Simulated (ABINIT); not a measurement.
# SnSe (Fm-3m) in ABINIT: notebook

One crystal, SnSe, is run at these levels: BLYP, WC; tasks: equation of state.

Program: ABINIT 10.8.3 (patched build). These are calculated values, not measurements. Logs are shortened: lines on timing, memory, paths and dates and some standing lists are left out, and cuts for length are marked. The log counts tension as positive stress, the text compression.

### Step 1. The structure

It takes space group Fm-3m (No. 225, cubic). The conventional cell has a = 6.020 Å, b = 6.020 Å, c = 6.020 Å, α = 90.00°, β = 90.00°, γ = 90.00°. Sn (site symmetry m-3m) is surrounded by 6 Se at 3.01 Å. Se (site symmetry m-3m) has 6 Sn at 3.01 Å as nearest neighbours.

Measurements of this composition are mostly on another form, of space group No. 62.

### Step 2. Equation of state, BLYP

The input, run.abi:

```
# Datasets: one volume each
ndtset 7
getwfk -1
scalecart1 3*0.9795861087
scalecart2 3*0.9864848297
scalecart3 3*0.9932883884
scalecart4 3*1.0000000000
scalecart5 3*1.0066227096
scalecart6 3*1.0131594038
scalecart7 3*1.0196128224

# Pseudopotentials
pp_dirpath "./"
pseudos "Sn.GGA_PBE-JTH.xml, Se.GGA_PBE-JTH.xml"

# Structure
acell 8.044153707 8.044153707 8.044153707
rprim
     0.0000000000     0.7071067812     0.7071067812
     0.7071067812     0.0000000000     0.7071067812
     0.7071067812     0.7071067812     0.0000000000
ntypat 2
znucl 50 34
natom 2
typat 1 2
xred
     0.0000000000     0.0000000000     0.0000000000
     0.5000000000     0.5000000000     0.5000000000

# Plane-wave basis
ecut 15.0
pawecutdg 30.0

# k points
kptopt 1
ngkpt 8 8 8
nshiftk 1
shiftk 0.0 0.0 0.0

# Exchange and correlation
ixc -106131

# Bands and occupations
nband 14
occopt 3
tsmear 0.00183747

# SCF cycle
nstep 100
tolvrs 1.0e-9

# Output
iomode 3
prtwf 1
prtden 0
prteig 0
prtebands 0
enunit 1
```

Potentials or basis: JTH PAW PBE v2.0.

Run with:

```console
abinit run.abi > log 2>&1
```

run.abo:

```text
.Version 10.8.3 of ABINIT
 DATASET    1 : space group Fm -3 m (#225); Bravais cF (face-center cubic)
================================================================================
 Values of the parameters that define the memory need for DATASET  1.
     intxc =       0    ionmov =       0      iscf =      17    lmnmax =      18
     lnmax =       6     mgfft =      30  mpssoang =       3    mqgrid =    3001
     natom =       2  nloc_mem =       2    nspden =       1   nspinor =       1
    nsppol =       1      nsym =      48    n1xccc =       1    ntypat =       2
    occopt =       3   xclevel =       2
       mpw =         982          nfft =       27000          nkpt =          29
 PAW method is used; the additional fine FFT grid is defined by:
   mgfftf=        40    nfftf =     64000
================================================================================
================================================================================
[... 71 lines left out ...]
 DATASET    7 : space group Fm -3 m (#225); Bravais cF (face-center cubic)
================================================================================
 Values of the parameters that define the memory need for DATASET  7.
     intxc =       0    ionmov =       0      iscf =      17    lmnmax =      18
     lnmax =       6     mgfft =      30  mpssoang =       3    mqgrid =    3001
     natom =       2  nloc_mem =       2    nspden =       1   nspinor =       1
    nsppol =       1      nsym =      48    n1xccc =       1    ntypat =       2
    occopt =       3   xclevel =       2
       mpw =        1101          nfft =       27000          nkpt =          29
 PAW method is used; the additional fine FFT grid is defined by:
   mgfftf=        45    nfftf =     91125
================================================================================
================================================================================

--------------------------------------------------------------------------------
------------- Echo of variables that govern the present computation ------------
--------------------------------------------------------------------------------
 -outvars: echo values of preprocessed input variables --------
            acell      8.0441537070E+00  8.0441537070E+00  8.0441537070E+00 Bohr
              amu      1.18710000E+02  7.89600000E+01
             ecut      1.50000000E+01 Hartree
           enunit           1
           getwfk          -1
              ixc     -106131
           jdtset        1    2    3    4    5    6    7
         kptrlatt        8    0    0      0    8    0      0    0    8
          kptrlen1     6.30395298E+01
          kptrlen2     6.34834848E+01
          kptrlen3     6.39213158E+01
          kptrlen4     6.43532297E+01
          kptrlen5     6.47794224E+01
          kptrlen6     6.52000798E+01
          kptrlen7     6.56153781E+01
            natom           2
            nband          14
           ndtset           7
            ngfft          30      30      30
          ngfftdg1         40      40      40
          ngfftdg2         40      40      40
          ngfftdg3         40      40      40
          ngfftdg4         40      40      40
          ngfftdg5         40      40      40
          ngfftdg6         45      45      45
          ngfftdg7         45      45      45
             nkpt          29
            nstep         100
             nsym          48
           ntypat           2
           occopt           3
        pawecutdg      3.00000000E+01 Hartree
         pawxcdev           0
           prtden           0
        prtebands           0
           prteig           0
            rprim1     0.0000000000E+00  6.9267198023E-01  6.9267198023E-01
                       6.9267198023E-01  0.0000000000E+00  6.9267198023E-01
                       6.9267198023E-01  6.9267198023E-01  0.0000000000E+00
            rprim2     0.0000000000E+00  6.9755011263E-01  6.9755011263E-01
                       6.9755011263E-01  0.0000000000E+00  6.9755011263E-01
                       6.9755011263E-01  6.9755011263E-01  0.0000000000E+00
            rprim3     0.0000000000E+00  7.0236095512E-01  7.0236095512E-01
                       7.0236095512E-01  0.0000000000E+00  7.0236095512E-01
                       7.0236095512E-01  7.0236095512E-01  0.0000000000E+00
            rprim4     0.0000000000E+00  7.0710678120E-01  7.0710678120E-01
                       7.0710678120E-01  0.0000000000E+00  7.0710678120E-01
                       7.0710678120E-01  7.0710678120E-01  0.0000000000E+00
            rprim5     0.0000000000E+00  7.1178974407E-01  7.1178974407E-01
                       7.1178974407E-01  0.0000000000E+00  7.1178974407E-01
                       7.1178974407E-01  7.1178974407E-01  0.0000000000E+00
            rprim6     0.0000000000E+00  7.1641188486E-01  7.1641188486E-01
                       7.1641188486E-01  0.0000000000E+00  7.1641188486E-01
                       7.1641188486E-01  7.1641188486E-01  0.0000000000E+00
            rprim7     0.0000000000E+00  7.2097514092E-01  7.2097514092E-01
                       7.2097514092E-01  0.0000000000E+00  7.2097514092E-01
                       7.2097514092E-01  7.2097514092E-01  0.0000000000E+00
          spgroup         225
           tolvrs      1.00000000E-09
           tsmear      1.83747000E-03 Hartree
            typat      1  2
           useylm           1
           xangst1     0.0000000000E+00  0.0000000000E+00  0.0000000000E+00
                       2.9485541852E+00  2.9485541852E+00  2.9485541852E+00
           xangst2     0.0000000000E+00  0.0000000000E+00  0.0000000000E+00
                       2.9693193354E+00  2.9693193354E+00  2.9693193354E+00
           xangst3     0.0000000000E+00  0.0000000000E+00  0.0000000000E+00
                       2.9897980471E+00  2.9897980471E+00  2.9897980471E+00
           xangst4     0.0000000000E+00  0.0000000000E+00  0.0000000000E+00
                       3.0099999980E+00  3.0099999980E+00  3.0099999980E+00
           xangst5     0.0000000000E+00  0.0000000000E+00  0.0000000000E+00
                       3.0299343539E+00  3.0299343539E+00  3.0299343539E+00
           xangst6     0.0000000000E+00  0.0000000000E+00  0.0000000000E+00
                       3.0496098034E+00  3.0496098034E+00  3.0496098034E+00
           xangst7     0.0000000000E+00  0.0000000000E+00  0.0000000000E+00
                       3.0690345934E+00  3.0690345934E+00  3.0690345934E+00
            xcart1     0.0000000000E+00  0.0000000000E+00  0.0000000000E+00
                       5.5719598775E+00  5.5719598775E+00  5.5719598775E+00
            xcart2     0.0000000000E+00  0.0000000000E+00  0.0000000000E+00
                       5.6112003243E+00  5.6112003243E+00  5.6112003243E+00
            xcart3     0.0000000000E+00  0.0000000000E+00  0.0000000000E+00
                       5.6498994808E+00  5.6498994808E+00  5.6498994808E+00
            xcart4     0.0000000000E+00  0.0000000000E+00  0.0000000000E+00
                       5.6880756352E+00  5.6880756352E+00  5.6880756352E+00
            xcart5     0.0000000000E+00  0.0000000000E+00  0.0000000000E+00
                       5.7257461083E+00  5.7257461083E+00  5.7257461083E+00
            xcart6     0.0000000000E+00  0.0000000000E+00  0.0000000000E+00
                       5.7629273194E+00  5.7629273194E+00  5.7629273194E+00
            xcart7     0.0000000000E+00  0.0000000000E+00  0.0000000000E+00
                       5.7996348525E+00  5.7996348525E+00  5.7996348525E+00
             xred      0.0000000000E+00  0.0000000000E+00  0.0000000000E+00
                       5.0000000000E-01  5.0000000000E-01  5.0000000000E-01
            znucl       50.00000   34.00000

================================================================================

 chkinp: Checking input parameters for consistency, jdtset=   1.

 chkinp: Checking input parameters for consistency, jdtset=   2.

 chkinp: Checking input parameters for consistency, jdtset=   3.

 chkinp: Checking input parameters for consistency, jdtset=   4.
[... 27 lines left out ...]
 getcut: wavevector=  0.0000  0.0000  0.0000  ngfft=  30  30  30
         ecut(hartree)=     15.000   => boxcut(ratio)=   2.18610

 Fine grid specifications (used for densities):

 getcut: wavevector=  0.0000  0.0000  0.0000  ngfft=  40  40  40
         ecut(hartree)=     30.000   => boxcut(ratio)=   2.05879

--- Pseudopotential description ------------------------------------------------
- pspini: atom type   1  psp file is ./Sn.GGA_PBE-JTH.xml
 Pseudopotential format is: paw10
 basis_size (lnmax)=  6 (lmn_size= 18), orbitals=   0   0   1   1   2   2
 Spheres core radius: rc_sph= 2.51086398
 Shapefunction is BESSEL type: shapef(r,l)=aa(1,l)*jl(q(1,l)*r)+aa(2,l)*jl(q(2,l)*r)
 Radius for shape functions =  1.40702157
 Compensation charge density is not taken into account in XC energy/potential

- pspini: atom type   2  psp file is ./Se.GGA_PBE-JTH.xml
 Pseudopotential format is: paw10
 basis_size (lnmax)=  4 (lmn_size=  8), orbitals=   0   0   1   1
 Spheres core radius: rc_sph= 2.21132333
 Shapefunction is BESSEL type: shapef(r,l)=aa(1,l)*jl(q(1,l)*r)+aa(2,l)*jl(q(2,l)*r)
 Radius for shape functions =  2.00656599
 Compensation charge density is not taken into account in XC energy/potential

   1.13831898E+03                                ecore*ucvol(ha*bohr**3)
--------------------------------------------------------------------------------

[... 7 lines left out ...]

     iter   Etot(hartree)      deltaE(h)  residm     nres2
 ETOT  1  -79.145102742966    -7.915E+01 1.860E-01 1.245E+00
 ETOT  2  -79.204950886312    -5.985E-02 1.578E-02 1.171E-01
 ETOT  3  -79.204746891036     2.040E-04 6.438E-04 2.806E-02
 ETOT  4  -79.204819914341    -7.302E-05 5.219E-04 1.794E-03
 ETOT  5  -79.204836282041    -1.637E-05 2.618E-04 1.297E-04
 ETOT  6  -79.204837697687    -1.416E-06 1.067E-04 4.014E-06
 ETOT  7  -79.204837742918    -4.523E-08 1.826E-04 3.451E-07
 ETOT  8  -79.204837748746    -5.828E-09 3.881E-05 3.295E-08
 ETOT  9  -79.204837748829    -8.374E-11 1.006E-04 1.577E-09
 ETOT 10  -79.204837748841    -1.125E-11 2.273E-05 2.076E-10
[... 1165 lines left out ...]
 Cartesian components of stress tensor (hartree/bohr^3)
  sigma(1 1)= -5.51146930E-05  sigma(3 2)=  0.00000000E+00
  sigma(2 2)= -5.51146930E-05  sigma(3 1)=  0.00000000E+00
  sigma(3 3)= -5.51146930E-05  sigma(2 1)=  0.00000000E+00

-Cartesian components of stress tensor (GPa)         [Pressure=  1.6215E+00 GPa]
- sigma(1 1)= -1.62153025E+00  sigma(3 2)=  0.00000000E+00
- sigma(2 2)= -1.62153025E+00  sigma(3 1)=  0.00000000E+00
- sigma(3 3)= -1.62153025E+00  sigma(2 1)=  0.00000000E+00

== END DATASET(S) ==============================================================
================================================================================

 -outvars: echo values of variables after computation  --------
            acell      8.0441537070E+00  8.0441537070E+00  8.0441537070E+00 Bohr
           etotal1    -7.9204837749E+01
           etotal2    -7.9206908050E+01
           etotal3    -7.9208608709E+01
           etotal4    -7.9209981551E+01
           etotal5    -7.9211051861E+01
           etotal6    -7.9211853896E+01
           etotal7    -7.9212399091E+01
            fcart1    -0.0000000000E+00 -0.0000000000E+00 -0.0000000000E+00
                      -0.0000000000E+00 -0.0000000000E+00 -0.0000000000E+00
            fcart2    -0.0000000000E+00 -0.0000000000E+00 -0.0000000000E+00
                      -0.0000000000E+00 -0.0000000000E+00 -0.0000000000E+00
            fcart3    -0.0000000000E+00 -0.0000000000E+00 -0.0000000000E+00
                      -0.0000000000E+00 -0.0000000000E+00 -0.0000000000E+00
            fcart4    -0.0000000000E+00 -0.0000000000E+00 -0.0000000000E+00
                      -0.0000000000E+00 -0.0000000000E+00 -0.0000000000E+00
            fcart5    -0.0000000000E+00 -0.0000000000E+00 -0.0000000000E+00
                      -0.0000000000E+00 -0.0000000000E+00 -0.0000000000E+00
            fcart6    -0.0000000000E+00 -0.0000000000E+00 -0.0000000000E+00
                      -0.0000000000E+00 -0.0000000000E+00 -0.0000000000E+00
            fcart7    -0.0000000000E+00 -0.0000000000E+00 -0.0000000000E+00
                      -0.0000000000E+00 -0.0000000000E+00 -0.0000000000E+00
            rprim1     0.0000000000E+00  6.9267198023E-01  6.9267198023E-01
[... 30 lines left out ...]
           strten6    -8.6911329156E-05 -8.6911329156E-05 -8.6911329156E-05
                       0.0000000000E+00  0.0000000000E+00  0.0000000000E+00
           strten7    -5.5114692985E-05 -5.5114692985E-05 -5.5114692985E-05
                       0.0000000000E+00  0.0000000000E+00  0.0000000000E+00
           xangst1     0.0000000000E+00  0.0000000000E+00  0.0000000000E+00
                       2.9485541852E+00  2.9485541852E+00  2.9485541852E+00
           xangst2     0.0000000000E+00  0.0000000000E+00  0.0000000000E+00
                       2.9693193354E+00  2.9693193354E+00  2.9693193354E+00
           xangst3     0.0000000000E+00  0.0000000000E+00  0.0000000000E+00
                       2.9897980471E+00  2.9897980471E+00  2.9897980471E+00
           xangst4     0.0000000000E+00  0.0000000000E+00  0.0000000000E+00
                       3.0099999980E+00  3.0099999980E+00  3.0099999980E+00
           xangst5     0.0000000000E+00  0.0000000000E+00  0.0000000000E+00
                       3.0299343539E+00  3.0299343539E+00  3.0299343539E+00
           xangst6     0.0000000000E+00  0.0000000000E+00  0.0000000000E+00
                       3.0496098034E+00  3.0496098034E+00  3.0496098034E+00
           xangst7     0.0000000000E+00  0.0000000000E+00  0.0000000000E+00
                       3.0690345934E+00  3.0690345934E+00  3.0690345934E+00
             xred      0.0000000000E+00  0.0000000000E+00  0.0000000000E+00
                       5.0000000000E-01  5.0000000000E-01  5.0000000000E-01
 Calculation completed.
```

Wall time 92 s (1 thread of Arm Neoverse V1, shared host); peak memory 0.14 GiB.

What came out:

* Equilibrium volume: 30.05 Å³/atom (rough: see the caveat)
* Bulk modulus: 41 GPa (rough)

Energy against volume, from the lowest point:
```tsv
volume (Å³/atom)	energy (meV/atom)
25.635	102.88
26.180	74.71
26.725	51.57
27.271	32.89
27.816	18.33
28.362	7.42
28.907	0.00
```

Caveat: the cutoff is too short for stress, so the log's stress isn't used; pressures at fixed basis lie under the slope of the energies; the minimum lies outside the volumes run; the PAW data sets were made with another functional, which shifts forces and pressure a little.

### Step 3. Equation of state, WC

The input, run.abi:

```
ndtset 7
getwfk -1
scalecart1 3*0.9795861087
scalecart2 3*0.9864848297
scalecart3 3*0.9932883884
scalecart4 3*1.0000000000
scalecart5 3*1.0066227096
scalecart6 3*1.0131594038
scalecart7 3*1.0196128224

pp_dirpath "./"
pseudos "Sn.GGA_PBE-JTH.xml, Se.GGA_PBE-JTH.xml"

acell 3*1.0
rprim
     0.0000000000     5.6880756351     5.6880756351
     5.6880756351     0.0000000000     5.6880756351
     5.6880756351     5.6880756351     0.0000000000
ntypat 2
znucl 50 34
natom 2
typat 1 2
xred
     0.0000000000     0.0000000000     0.0000000000
     0.5000000000     0.5000000000     0.5000000000

ecut 15.0
pawecutdg 30.0

kptopt 1
ngkpt 8 8 8
nshiftk 1
shiftk 0.0 0.0 0.0

ixc 23

nband 14
occopt 3
tsmear 0.05 eV

nstep 100
tolvrs 1.0e-9

iomode 3
prtwf 1
prtden 0
prteig 0
prtebands 0
enunit 1
```

Potentials or basis: JTH PAW PBE v2.0.

Run with:

```console
abinit run.abi > log 2>&1
```

Wall time 82 s (1 thread of Arm Neoverse V1, shared host); peak memory 0.14 GiB.

Results (log left out):

| Quantity | Value |
| --- | --- |
| Equilibrium volume | 26.33 Å³/atom |
| Bulk modulus | 56 GPa |
| Pressure derivative of the bulk modulus | 4.0 (rough: it moves with the points fitted) |

Energy against volume, from the lowest point:
```
volume (Å³/atom)  energy (meV/atom)
          25.635               3.20
          26.180               0.00
          26.725               0.89
          27.271               5.39
          27.816              13.18
          28.362              23.89
          28.907              37.36
```

Caveat: the cutoff is too short for stress, so the log's stress isn't used; pressures at fixed basis lie under the slope of the energies; the PAW data sets were made with another functional, which shifts forces and pressure a little.
